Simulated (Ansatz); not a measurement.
A 12-atom cell of HfSi₃O₈ built on polar orthorhombic HfO2, 12 atoms and 86 valence electrons in a cell of about 104 Å³, was run 8 times in Ansatz 0.2.0, each time on 1 × NVIDIA H100 80GB HBM3 with 2 threads of AMD EPYC 7R13 Processor (Zen 3) (shared host). The times are single readings and vary with the host's load.

```tsv
run	k mesh	irreducible k	cutoff (eV)	plane waves	bands	SCF iterations	wall time	peak host memory (GiB)
relaxation, PBE	6×6×6	112	420	2103	55	121	?	?
relaxation, r2SCAN	6×6×4	76	500	2669	55	43	76 s	1.2
bands, PBE	6×6×6	112	420	2029	50	8	?	?
single point, r2SCAN	6×6×6	112	500	2669	50	8	51 s	1.1
single point, HSE06	4×4×4	36	420	2029	50	19	3.9 min	3.1
single point, PBE+SOC	6×6×6	112	420	2029	100	13	?	?
field response, r2SCAN	6×4×4	52	500	2669	55	16	2.7 min	2.9
single point, PBE0	4×4×4	36	420	2029	50	18	?	?
```

Q: What time and memory did the runs marked ? need?

A:
```csv
run,wall time,peak host memory (GiB)
"relaxation, PBE",4.8 min,1.2
"single point, PBE+SOC",97 s,1.9
"bands, PBE",30 s,1.1
"single point, PBE0",96 s,3.1
```

Only the levels marked +SOC include spin-orbit coupling.
